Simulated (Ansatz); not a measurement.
Consider Sb2S3 (Stibnite).

```yaml
crystal:
  lattice:
    - [11.31100, 0.00000, 0.00000]
    - [0.00000, 3.83890, 0.00000]
    - [0.00000, 0.00000, 11.22300]
  atoms:
    - { symbol: Sb, position: [0.47061, 0.25000, 0.32595] }
    - { symbol: Sb, position: [0.02939, 0.75000, 0.82595] }
    - { symbol: Sb, position: [0.97061, 0.25000, 0.17405] }
    - { symbol: Sb, position: [0.52939, 0.75000, 0.67405] }
    - { symbol: Sb, position: [0.35059, 0.75000, 0.03602] }
    - { symbol: Sb, position: [0.14941, 0.25000, 0.53602] }
    - { symbol: Sb, position: [0.85059, 0.75000, 0.46398] }
    - { symbol: Sb, position: [0.64941, 0.25000, 0.96398] }
    - { symbol: S, position: [0.29214, 0.25000, 0.19181] }
    - { symbol: S, position: [0.20786, 0.75000, 0.69181] }
    - { symbol: S, position: [0.79214, 0.25000, 0.30819] }
    - { symbol: S, position: [0.70786, 0.75000, 0.80819] }
    - { symbol: S, position: [0.54980, 0.75000, 0.12300] }
    - { symbol: S, position: [0.95020, 0.25000, 0.62300] }
    - { symbol: S, position: [0.04980, 0.75000, 0.37700] }
    - { symbol: S, position: [0.45020, 0.25000, 0.87700] }
    - { symbol: S, position: [0.37510, 0.75000, 0.43890] }
    - { symbol: S, position: [0.12490, 0.25000, 0.93890] }
    - { symbol: S, position: [0.87510, 0.75000, 0.06110] }
    - { symbol: S, position: [0.62490, 0.25000, 0.56110] }
```

The cell and positions come from the Crystallography Open Database and are kept as given unless a step says otherwise. Spin-orbit coupling is left out unless a run names it. PAW set soft_2, made with PBE.

Gaps computed with Ansatz 0.2.0 without a self-energy: LDA 1.21 eV, PBE 1.30 eV and PBE+SOC 1.25 eV. The mean ε∞ by PBE perturbation theory is 12.67.

What gap should G0W0 on PBE give (2×4×2 mesh, 1454 empty bands, screening to 120 eV, default PAW files)?

About 1.66 eV: on its mesh the run moves the gap from 1.31 eV by +0.36 eV. Among the scalar-relativistic levels given, PBE is nearest (−0.36 eV). One-shot corrections scale roughly with one over ε∞, here 0.08. Spin-orbit coupling is not in that value; its −0.06 eV at the PBE level would bring it to about 1.60 eV. Bands and cutoff are finite, so the gap is not at the basis limit. The miss can reach some tenths of an eV and take either sign; the mesh is an error of its own. The 2×4×2 mesh is coarse for this cell (its supercell is 15 Å along the shortest edge). The RPA ε∞ on it, from the PBE start, is 8.71, 13.04 and 13.33; such meshes misread the long-range screening, most where the gap is narrow. The many-body steps are scalar-relativistic: spin-orbit coupling is not in them.

[Paths, hosts, dates, memory and timing lines, banners, echoed tables and standing remarks are left out of the program output.]

[Logs are printed without paths, hosts, clocks, repeated set-up lines and the standing remarks that a program may print on its own settings, such as how far it seeks lower states.]

[Runs of the session that timed out or met a known fault of the program may be left out.]

[Cells called generated may have been cut or substituted from an entry of the Crystallography Open Database or the Materials Project.]

[Hosts, paths, dates, database ids (printed as entryN), source tags and the programs' standing remarks are cut or masked in the printed files.]
